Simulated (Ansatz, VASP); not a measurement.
One calculation of Si, two programs

```
Si
1.0
     0.00000    2.73484    2.73484
     2.73484    0.00000    2.73484
     2.73484    2.73484    0.00000
Si
2
Direct
  0.75000 0.75000 0.75000
  0.50000 0.50000 0.50000
```

Alike in both runs: task single point; functional PBE; k mesh 10 × 10 × 10; occupations gaussian, width 0.02 eV; no spin polarisation.

|  | VASP | Ansatz |
| --- | --- | --- |
| version | VASP 6.6.1 | Ansatz 0.2.0 |
| potentials or method | VASP PAW PBE potentials, release 64 (Si) | scalar-relativistic, plane waves, PAW |
| plane-wave cutoff (eV) | 520 | 420 |
| valence electrons in the cell | 8 | 8 |

|  | VASP | Ansatz | Ansatz less VASP |
| --- | --- | --- | --- |
| gap on the k mesh at the Fermi level (eV) | 0.62 | 0.62 | -0.003 |
| least direct gap on the mesh (eV) | 2.56 | 2.55 | -0.005 |
| pressure (GPa) | 0.0 | 0.0 | +0.08 |

A k mesh can miss the band edges. Expect the measured gap to be larger: semilocal functionals such as PBE lack the derivative discontinuity.
